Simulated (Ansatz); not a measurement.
**CdS: one atom moved over a plane**

Computed with Ansatz 0.2.0, DFT PBE, scalar-relativistic, plane waves, PAW. Settings: plane waves to 420 eV, k-mesh 12×12×4 (Γ-centred), Gaussian smearing 0.05 eV. No spin polarisation. Energies are free energies at this smearing, counted from the undisturbed cell; pressure is positive in compression.

The starting cell (as given, not relaxed at this level; it stands at 2.5 GPa):

```
CELL_PARAMETERS angstrom
4.13480 0.00000 0.00000
-2.06740 3.58084 0.00000
0.00000 0.00000 6.74900
ATOMIC_POSITIONS crystal
Cd 0.33333 0.66667 0.00000
Cd 0.66667 0.33333 0.50000
S 0.33333 0.66667 0.38500
S 0.66667 0.33333 0.88500
```

Atom 3 (S) is moved by p along (0.000, 1.000, 0.000) and q along (0.000, 0.000, 1.000) (Å), all else fixed. Points are written (p, q).

Energy above the undisturbed cell in eV/cell (a dash: not computed):

```
 p \ q  -0.200  -0.100  0.000  0.100  0.200
-0.200    0.17    0.09   0.10   0.17   0.29
-0.100    0.12       –   0.03      –   0.19
 0.000    0.10    0.01   0.00   0.05   0.15
 0.100    0.12       –      –      –      –
 0.200    0.20       –   0.16      –   0.36
```

Pressure in GPa:

| p \ q | -0.200 | -0.100 | 0.000 | 0.100 | 0.200 |
| --- | --- | --- | --- | --- | --- |
| -0.200 | 3.1 | 2.9 | 3.0 | 3.3 | 3.8 |
| -0.100 | 2.9 | – | 2.7 | – | 3.3 |
| 0.000 | 2.8 | 2.5 | 2.5 | 2.8 | 3.2 |
| 0.100 | 2.9 | – | – | – | – |
| 0.200 | 3.2 | – | 3.2 | – | 4.0 |

Gap on the k-mesh in eV:

```
 p \ q  -0.200  -0.100  0.000  0.100  0.200
-0.200    1.16    1.21   1.23   1.22   1.19
-0.100    1.15       –   1.22      –   1.21
 0.000    1.16    1.20   1.23   1.24   1.24
 0.100    1.16       –      –      –      –
 0.200    1.14       –   1.21      –   1.18
```